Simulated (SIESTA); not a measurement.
# ZnS under changes of volume

One of the cells (19.727 Å³/atom); the others are scaled copies at fixed shape and fractional positions:

```xyz
2
Lattice="0.0000 2.7020 2.7020 2.7020 0.0000 2.7020 2.7020 2.7020 0.0000" Properties=species:S:1:pos:R:3 pbc="T T T"
Zn    4.0530    4.0530    4.0530
S     0.0000    0.0000    0.0000
```

| Property | Result |
| --- | --- |
| Program | SIESTA 5.4.2 |
| Functional | PBEsol |
| Potentials or basis | PseudoDojo 0.4 standard (PBEsol files) |
| Basis | DZP (energy shift 0.003 Ry; two zetas on semicore shells) |
| Grid cutoff | 800 Ry |
| Energy shift | 0.003 Ry |
| k mesh | 9 × 9 × 9 |
| Occupations | fermi-dirac, width 0.05 eV |
| Spin | no spin polarisation |

```tsv
volume (Å³/atom)	energy over the lowest point (meV/atom)	pressure (GPa)	gap on the mesh (eV)
18.543	11.00	4.2	2.72
18.938	2.98	2.2	2.59
19.332	0.00	0.4	2.48
19.727	?	?	?
20.121	5.51	-2.5	2.25
20.516	13.29	-3.8	2.14
20.910	24.41	-5.0	2.04
```

**Question.** What does the run at 19.727 Å³/atom give?

**Answer.** Energy over the lowest point 0.98 meV/atom; pressure -1.1 GPa; gap on the mesh 2.36 eV.

Worked out: A Birch-Murnaghan fit of order 3 (a polynomial in V^(-2/3)) to the other rows has its minimum at 19.44 Å³/atom with B0 = V·E''(V) = 80 GPa and B' = 4.3. It gives 0.82 meV/atom at 19.727 Å³/atom, against the run's 0.98, and -dE/dV = -1.2 GPa, against -1.1. A straight line through the other rows of the gap, of slope -5.66 eV per unit of ln V (its deformation potential), gives 2.36 eV, against the run's 2.36.

Energies are extrapolated to zero smearing.

Caveats: short orbitals over semicore shells can move pressures by several GPa; the valence orbitals were made in a potential fitted to the semicore shell under them, which widens gaps by tenths of an eV or more; an odd mesh through Γ misses points on the zone boundary, where band edges often lie; the basis of atomic orbitals isn't converged, which shifts pressures, moduli and gaps.
